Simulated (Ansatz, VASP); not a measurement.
# ZnSe in VASP and in Ansatz

```
Zn Se
1.0
     0.00000    2.70942    2.70942
     2.70942    0.00000    2.70942
     2.70942    2.70942    0.00000
Zn Se
1 1
Direct
  0.00000 0.00000 0.00000
  0.75000 0.75000 0.75000
```

Alike in both runs: functional LDA; k mesh 8 × 8 × 8; no spin polarisation.

Ansatz relaxed the structure, and its values are those at the end. VASP's run is a single point on that final structure, the one shown.

```csv
,VASP,Ansatz
version,VASP 6.6.1,Ansatz 0.2.0
potentials or method,"VASP PAW LDA potentials, release 64 (Zn, Se)","PAW with Ansatz's default frozen-core files, scalar-relativistic"
plane-wave cutoff (eV),520,420
occupations,"gaussian, width 0.01 eV",fixed
valence electrons in the cell,18,28
```

Ansatz gave:

* gap on the k mesh at the Fermi level (eV): 1.60
* pressure (GPa): 7.0

Problem. Estimate VASP's values.

Solution. gap on the k mesh at the Fermi level (eV): 1.64; pressure (GPa): 7.5.

The two sets of potentials don't hold the same shells in valence.
